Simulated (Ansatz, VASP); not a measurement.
# Cross-check of BN between VASP and Ansatz, part 2 of 2

One calculation is typed for both programs; each brings its own data sets and cutoff. How far apart do they land? The cell is taken from a series of VASP runs on this material, whose earlier steps may have relaxed, scaled or displaced it; both programs get it as it stands.

VASP 6.6.1 and Ansatz 0.2.0.

So far: Starting point; Ansatz: band structure, r2SCAN-EpsX with an exact-exchange share of 0.242.

### 3. VASP: band structure, r2SCAN-EpsX with an exact-exchange share of 0.242

Level of this step: r2SCAN-EpsX, exact-exchange share 1/4.138; plane waves and PAW (N, B) (VASP).

The same cell, functional, mesh and smearing now go to VASP, with its own data sets and cutoff.

Lines of VASP's logs that name or quote its potential files are left out, and so is its time.

The run reads the wave functions of an earlier VASP run, which isn't shown here.

INCAR reads:

```
SYSTEM = BN
PREC = Accurate
ENCUT = 460
EDIFF = 1E-06
NELM = 100
ISMEAR = 0
SIGMA = 0.03
LREAL = .FALSE.
ALGO = Normal
LHFCALC = .TRUE.
AEXX = 0.242
METAGGA = R2SCAN
LASPH = .TRUE.
NBANDS = 14
PRECFOCK = Fast
HFRCUT = -1
LORBIT = 11
LWAVE = .FALSE.
LCHARG = .FALSE.
KPAR = 8
```

POSCAR reads:

```
BN
1.0
    2.5039900000      0.0000000000      0.0000000000
   -1.2519950000      2.1685189508      0.0000000000
    0.0000000000      0.0000000000      6.6612000000
N B
2 2
Direct
    0.6666666667      0.3333333333      0.2500000000
    0.3333333333      0.6666666667      0.7500000000
    0.6666666667      0.3333333333      0.7500000000
    0.3333333333      0.6666666667      0.2500000000
```

KPOINTS reads:

```
Automatic mesh
0
Gamma
7 7 2
0 0 0
```

KPOINTS_OPT reads:

```
Line mode
10
Line-mode
Reciprocal
  0.00000000   0.00000000   0.00000000 GAMMA
  0.50000000   0.00000000   0.00000000 M

  0.50000000   0.00000000   0.00000000 M
  0.33333333   0.33333333   0.00000000 K

  0.33333333   0.33333333   0.00000000 K
  0.00000000   0.00000000   0.00000000 GAMMA

  0.00000000   0.00000000   0.00000000 GAMMA
  0.00000000   0.00000000   0.50000000 A

  0.00000000   0.00000000   0.50000000 A
  0.50000000   0.00000000   0.50000000 L

  0.50000000   0.00000000   0.50000000 L
  0.33333333   0.33333333   0.50000000 H

  0.33333333   0.33333333   0.50000000 H
  0.00000000   0.00000000   0.50000000 A

  0.50000000   0.00000000   0.50000000 L
  0.50000000   0.00000000   0.00000000 M

  0.33333333   0.33333333   0.00000000 K
  0.33333333   0.33333333   0.50000000 H
```

PAW data sets: N and B (PBE family, release 64).

The run is started by

```console
$ mpirun -np 8 vasp_std
```

Numbers of over 12 decimals in the logs are rounded to 6 here.

The log of the run:

```text
[banner, memory and clock lines left out]
running    8 mpi-ranks, on    1 nodes
 distrk:  each k-point on    1 cores,    8 groups
 distr:  one band on    1 cores,    1 groups

 POSCAR found type information on POSCAR N B
 POSCAR found :  2 types and       4 ions
|                                                                             |
|           W    W    AA    RRRRR   N    N  II  N    N   GGGG   !!!           |
|           W    W   A  A   R    R  NN   N  II  NN   N  G    G  !!!           |
|           W    W  A    A  R    R  N N  N  II  N N  N  G       !!!           |
|           W WW W  AAAAAA  RRRRR   N  N N  II  N  N N  G  GGG   !            |
|           WW  WW  A    A  R   R   N   NN  II  N   NN  G    G                |
|           W    W  A    A  R    R  N    N  II  N    N   GGGG   !!!           |
|                                                                             |
|     For optimal performance we recommend to set                             |
|       NCORE = 2 up to number-of-cores-per-socket                            |
|     NCORE specifies how many cores store one orbital (NPAR=cpu/NCORE).      |
|     This setting can greatly improve the performance of VASP for DFT.       |
|     The default, NCORE=1 might be grossly inefficient on modern             |
|     multi-core architectures or massively parallel machines. Do your        |
|     Unfortunately you need to use the default for GW and RPA                |
|     calculations (for HF NCORE is supported but not extensively tested      |
|     yet).                                                                   |
|                                                                             |

|                                                                             |
|               ----> ADVICE to this user running VASP <----                  |
|                                                                             |
|     You enforced a specific xc type in the INCAR file but a different       |
|     [... a line on the potential file left out ...]
|     I HOPE YOU KNOW WHAT YOU ARE DOING!                                     |
|                                                                             |

 LDA part: xc-table for (None), standard interpolation
 found WAVECAR, reading the header
 POSCAR, INCAR and KPOINTS ok, starting setup
 FFT: planning ... GRIDC
 FFT: planning ... GRID_SOFT
 FFT: planning ... GRID
 HFRCUT set to (new)   9.458638
 reading WAVECAR
 the WAVECAR file was read successfully
 initial charge from wavefunction
 entering main loop
       N       E                     dE             d eps       ncg     rms          rms(c)
DAV:   1    -0.449699739471E+02   -0.44970E+02   -0.13956E+00   454   0.140E+01    0.133E+00
DAV:   2    -0.449803396690E+02   -0.10366E-01   -0.58080E-02   526   0.204E+00    0.861E-01
DAV:   3    -0.449730775022E+02    0.72622E-02   -0.15374E-02   538   0.952E-01    0.473E-01
DAV:   4    -0.449735264847E+02   -0.44898E-03   -0.36986E-03   544   0.459E-01    0.301E-01
DAV:   5    -0.449735656843E+02   -0.39200E-04   -0.16505E-04   496   0.107E-01    0.181E-01
DAV:   6    -0.449735219832E+02    0.43701E-04   -0.64128E-05   490   0.745E-02    0.101E-01
DAV:   7    -0.449735184973E+02    0.34859E-05   -0.22320E-05   502   0.445E-02    0.567E-02
DAV:   8    -0.449735187373E+02   -0.23994E-06   -0.28147E-06   472   0.183E-02
   1 F= -.44973519E+02 E0= -.44973519E+02  d E =-.235224E-21
 Start KPOINTS_OPT (optional k-point list driver)
k-point batch [1-16\90]
       N       E                     dE             ncg
DAV:   1    -0.240266324463E+03   -0.80080E+04      448
DAV:   2    -0.168835534713E+04   -0.14481E+04      570
DAV:   3    -0.179483559254E+04   -0.10648E+03      538
DAV:   4    -0.179614757265E+04   -0.13120E+01      598
DAV:   5    -0.179616207257E+04   -0.14500E-01      610
DAV:   6    -0.179616222382E+04   -0.15125E-03      562
DAV:   7    -0.179616222607E+04   -0.22455E-05      452
DAV:   8    -0.179616222614E+04   -0.75707E-07      434
[...]
k-point batch [81-90\90]
       N       E                     dE             ncg
DAV:   1     0.405772806197E+04   -0.84297E+04      280
DAV:   2     0.326768310832E+04   -0.79004E+03      370
DAV:   3     0.321845924908E+04   -0.49224E+02      352
DAV:   4     0.321783942611E+04   -0.61982E+00      340
DAV:   5     0.321783577059E+04   -0.36555E-02      340
DAV:   6     0.321783574336E+04   -0.27231E-04      334
DAV:   7     0.321783574313E+04   -0.23677E-06      260
```

From OUTCAR (step 3):

```text
ion  position               nearest neighbor table
   1  0.667  0.333  0.250-   4 1.45   4 1.45   4 1.45
   2  0.333  0.667  0.750-   3 1.45   3 1.45   3 1.45
   3  0.667  0.333  0.750-   2 1.45   2 1.45   2 1.45
   4  0.333  0.667  0.250-   1 1.45   1 1.45   1 1.45

  LATTYP: Found a hexagonal cell.
 ALAT       =     2.5039900000
 C/A-ratio  =     2.6602342661

 Subroutine GETGRP returns: Found 24 space group operations
 (whereof 12 operations were pure point group operations)

The static configuration has the point symmetry D_3d.
 The point group associated with its full space group is D_6h.

 Found     16 irreducible k-points:

   k-points           NKPTS =     16   k-points in BZ     NKDIM =     98   number of bands    NBANDS=     14

   dimension x,y,z NGX =    18 NGY =   18 NGZ =   48
   dimension x,y,z NGXF=    36 NGYF=   36 NGZF=   96

   ENCUT  =  460.0 eV  33.81 Ry    5.81 a.u.   4.38  4.38 11.65*2*pi/ulx,y,z

   NELECT =      16.0000    total number of electrons

 k-points in reciprocal lattice and weights: Automatic mesh
   0.00000000  0.00000000  0.00000000       0.010
   0.14285714  0.00000000  0.00000000       0.061
   0.28571429  0.00000000  0.00000000       0.061
   0.42857143 -0.00000000  0.00000000       0.061
   0.14285714  0.14285714  0.00000000       0.061
   0.28571429  0.14285714  0.00000000       0.122
   0.42857143  0.14285714  0.00000000       0.061
   0.28571429  0.28571429  0.00000000       0.061
   0.00000000  0.00000000  0.50000000       0.010
[...]
0.42857143  0.14285714  0.50000000       0.061
   0.28571429  0.28571429  0.50000000       0.061

  exchange ACFDT corr.  =         0.00000000  see jH, gK, PRB 81, 115126

 average (electrostatic) potential at core
       1 -61.5970       2 -61.5970       3 -26.9275       4 -26.9275

 E-fermi :   1.0809

 k-point     1 :       0.0000    0.0000    0.0000
  band No.  band energies     occupation
    ...
      4      -3.6789      2.00000
      5      -0.6515      2.00000
      6      -0.6515      2.00000
      7      -0.6112      2.00000
      8      -0.6111      2.00000
      9       8.2092      0.00000
     10      14.0428      0.00000
     11      15.3777      0.00000
     12      15.3777      0.00000
     13      15.5224      0.00000
    ...

 k-point     2 :       0.1429    0.0000    0.0000
  band No.  band energies     occupation
    ...
      4      -3.1249      2.00000
      5      -2.3466      2.00000
      6      -2.3041      2.00000
      7      -1.4163      2.00000
      8      -1.3647      2.00000
      9       8.9248      0.00000
     10      13.7662      0.00000
     11      14.8808      0.00000
     12      15.3294      0.00000
     13      16.0133      0.00000
    ...

 k-point     3 :       0.2857    0.0000    0.0000
  band No.  band energies     occupation
    ...
      4      -5.6989      2.00000
      5      -3.6020      2.00000
      6      -2.7850      2.00000
      7      -2.7205      2.00000
      8      -1.5893      2.00000
      9      10.6761      0.00000
     10      11.7499      0.00000
     11      12.4812      0.00000
     12      14.1022      0.00000
     13      15.1007      0.00000
    ...

  energy-cutoff  :      460.00
  volume of cell :       36.17
      direct lattice vectors                 reciprocal lattice vectors
     2.503990000  0.000000000  0.000000000     0.399362617  0.230572115  0.000000000
    -1.251995000  2.168518951  0.000000000     0.000000000  0.461144229  0.000000000
     0.000000000  0.000000000  6.661200000     0.000000000  0.000000000  0.150123101

 POSITION                                       TOTAL-FORCE (eV/Angst)
 -----------------------------------------------------------------------------------
      1.25200      0.72284      1.66530         0.000000     -0.000000     -0.000000
     -0.00000      1.44568      4.99590        -0.000000      0.000000      0.000000
      1.25200      0.72284      4.99590         0.000000      0.000000     -0.000000
     -0.00000      1.44568      1.66530        -0.000000     -0.000000      0.000000
 -----------------------------------------------------------------------------------
    total drift:                                0.000000      0.000000     -0.000000

  FREE ENERGIE OF THE ION-ELECTRON SYSTEM (eV)
  ---------------------------------------------------
  free  energy   TOTEN  =       -44.9735187373 eV

  energy  without entropy=      -44.9735187373  energy(sigma->0) =      -44.97351874

 total charge
# of ion       s       p       d       tot
------------------------------------------
    1        1.242   2.808   0.000   4.050
    2        1.242   2.808   0.000   4.050
    3        0.750   1.394   0.000   2.144
    4        0.750   1.394   0.000   2.144
--------------------------------------------------
tot          3.984   8.405   0.000  12.388

[... 3 further parts left out ...]
```

The PAW data sets were made with PBE, which is usual practice but a small mismatch for other functionals.

### 4. Differences

Known differences besides the potentials themselves: exact exchange at q = 0 is treated differently, which shows on coarse meshes; VASP keeps PBE cores, Ansatz makes them for the functional; the cutoff is 500 eV in Ansatz and 460 eV in VASP; VASP takes a coarser grid for exact exchange (PRECFOCK = Fast). Total energies have different zeros and are not compared.

Both answers:

```
                     quantity  Ansatz   VASP  difference
gap over the path points (eV)   6.599  6.624      -0.024
```

Levels at points of the path, from each program's valence-band top (eV; 4 filled, then empty):

```
k (reciprocal lattice)                                     Ansatz                                       VASP
     0.000 0.000 0.000   -1.61 -1.61 -1.56 -1.56 7.25 13.10 14.49   -1.59 -1.59 -1.55 -1.55 7.27 13.10 14.43
     0.444 0.000 0.000    -4.66 -4.59 -1.96 -0.68 7.00 8.51 11.91    -4.66 -4.59 -1.95 -0.68 7.03 8.54 11.92
     0.500 0.000 0.000    -4.73 -4.66 -1.58 -0.52 6.60 8.17 12.14    -4.73 -4.66 -1.57 -0.53 6.62 8.20 12.15
     0.389 0.222 0.000    -7.08 -7.00 -0.77 -0.08 7.11 7.83 13.97    -7.08 -7.00 -0.76 -0.08 7.14 7.87 13.97
     0.296 0.296 0.000     -7.70 -7.66 -0.67 0.00 7.37 7.75 13.33     -7.70 -7.66 -0.66 0.00 7.41 7.78 13.33
     0.185 0.185 0.000  -4.98 -4.92 -3.97 -2.04 10.49 10.54 10.65  -4.98 -4.92 -3.95 -2.04 10.51 10.58 10.67
     0.000 0.000 0.111   -1.60 -1.60 -1.57 -1.57 7.41 12.83 14.49   -1.59 -1.59 -1.56 -1.56 7.42 12.84 14.44
     0.000 0.000 0.500    -1.58 -1.58 -1.58 -1.58 9.88 9.88 14.56    -1.57 -1.57 -1.57 -1.57 9.89 9.89 14.51
     0.444 0.000 0.500    -4.62 -4.62 -1.32 -1.32 7.49 7.49 12.62    -4.62 -4.62 -1.32 -1.32 7.51 7.51 12.62
     0.389 0.222 0.500    -7.04 -7.04 -0.37 -0.37 7.23 7.23 14.83    -7.04 -7.04 -0.37 -0.37 7.26 7.26 14.84
```

Among the levels compared at these points, filled levels agree within 14 meV and empty ones within 53 meV.

### 5. Outcome

```yaml
difference_in_gap_over_the_path_points_band_structure_r2scan_epsx_with_an_exact_exchange_share_of_0p242: -0.024 eV
```

**Reading.** The difference in gap over the path points is -0.024 eV (band structure, r2SCAN-EpsX with an exact-exchange share of 0.242), within the 0.08 eV picked in this series as the mark of a large difference. How closely two codes agree says nothing of how well the functional describes the real material.

[Lines on the potential files, build, host, timing and source positions are cut from VASP's logs without a mark.]

[Logs are printed without paths, hosts, clocks, repeated set-up lines and the standing remarks that a program may print on its own settings, such as how far it seeks lower states.]

[Hosts, paths, dates, database ids (printed as entryN), source tags and the programs' standing remarks are cut or masked in the printed files.]
